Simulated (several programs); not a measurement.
## PbF2 (Fm-3m) from semi-empirical methods to plane-wave DFT

A 3-atom cell of PbF2 started from a crystallographic database, relaxed with r2SCAN+rVV10 in Ansatz, was computed with several methods. Space group Fm-3m (No. 225), cubic; conventional cell a = 5.892 Å, 17.04 Å³ an atom. Pb is surrounded by 8 F at 2.55 Å; F is surrounded by 4 Pb at 2.55 Å. Calculated for a static, non-magnetic cell.

```yaml
crystal:
  lattice:
    - [0.00000, 2.94581, 2.94581]
    - [2.94581, 0.00000, 2.94581]
    - [2.94581, 2.94581, 0.00000]
  atoms:
    - { symbol: Pb, position: [0.00000, 0.00000, 0.00000] }
    - { symbol: F, position: [0.25000, 0.25000, 0.25000] }
    - { symbol: F, position: [0.75000, 0.75000, 0.75000] }
```

Gaps and times are for a single point on this cell; volume and bulk modulus come from each method's own relaxation or energy curve at fixed shape. Times are rough, from shared hosts (Arm Neoverse V2; NVIDIA H100 80GB HBM3), and each method has its own mesh and cell size. PM6 (MOPAC), PM7 (MOPAC), GFN1-xTB (tblite), GFN2-xTB (tblite) treat a cluster of cells at its zone centre, which samples few k points: where these miss a band edge, the gap comes out too large for that reason alone. Gaps from k meshes are read at a limited set of points (mesh, symmetry points, PBE's band edges), so each method's own least gap may be somewhat smaller. xTB and the PM methods were fitted mostly to molecules, and can miss a solid's gap by electronvolts. Minimal bases can be far off for gaps. Times of the plane-wave ladder aren't listed, since it ran on unlike processors and cards. GLLB-SC's gap includes the derivative discontinuity. G0W0 is at finite bands, cutoff and mesh. d marks a direct gap, i an indirect one (no mark: not told apart), a dash a value that wasn't computed or didn't pass its checks.

| method | kind | gap (eV) | own volume (Å³/atom) | bulk modulus (GPa) | atoms computed | processor time |
| --- | --- | --- | --- | --- | --- | --- |
| PBE-D3(BJ) | semilocal | – | 17.66 | – | 3 | – |
| r2SCAN+rVV10 | semilocal | – | 17.04 | – | 3 | – |
| PBE-D4 | semilocal | – | 17.93 | – | 3 | – |
| light PBE (260 eV and a coarse mesh) | light plane-wave | 4.43 i | – | – | 3 | 0.64 s |
| PBE | semilocal | 4.41 i | – | – | 3 | – |
| LDA | semilocal | 4.26 i | – | – | 3 | – |
| GFN1-xTB (tblite) | tight binding | 3.66 | 15.72 | 106 | cluster | 1.7 s |
| PBE/single zeta (GPAW) | small basis | 3.45 i | – | – | 3 | 2.9 s |
| PM6 (MOPAC) | semi-empirical | 8.43 | – | – | cluster | 2.9 s |
| PM7 (MOPAC) | semi-empirical | 11.95 | – | – | cluster | 3 s |
| r2SCAN | semilocal | 4.92 i | – | – | 3 | – |
| GFN2-xTB (tblite) | tight binding | 5.67 | – | – | cluster | 5.3 s |
| PBE/SZV (CP2K) | small basis | 3.54 i | 18.03 | 75 | 3 | 8.4 s |
| GLLB-SC (GPAW) | model potential | 7.21 | – | – | 3 | 10 s |
| PBE+SOC | semilocal | 4.03 i | – | – | 3 | – |
| PBE/DZVP (CP2K) | small basis | 4.35 i | 18.02 | 67 | 3 | 15 s |
| G0W0@LDA (140 eV screening cutoff) | many-body | 6.34 | – | – | 3 | – |
| G0W0@PBE (260 eV screening cutoff) | many-body | 6.51 | – | – | 3 | – |
| G0W0@r2SCAN (180 eV screening cutoff) | many-body | 6.71 | – | – | 3 | – |
| G0W0@PBE0 (180 eV screening cutoff) | many-body | 7.36 | – | – | 3 | – |
| PBE0 | hybrid | 6.44 i | – | – | 3 | – |
| HSE06 | hybrid | 5.71 i | – | – | 3 | – |
| DDH-PBE0 | hybrid | 6.83 i | – | – | 3 | – |
| r2SCANh | hybrid | 5.67 i | – | – | 3 | – |
| r2SCAN0 | hybrid | 6.80 i | – | – | 3 | – |
| G0W0@HSE06 (180 eV screening cutoff) | many-body | 7.15 | – | – | 3 | – |
| HSE06+SOC | hybrid | 5.32 i | – | – | 3 | – |

Against HSE06 (5.71 eV) and with closed or daggered gaps left aside, the nearest gap at the points sampled is that of GFN2-xTB (tblite) (-0.04 eV) and the farthest that of PM7 (MOPAC) (+6.24 eV). HSE06 is only a yardstick of convenience: for gaps this wide it usually falls short of measured ones, so a larger value can be the better one.

Only the rows marked +SOC include spin-orbit coupling.
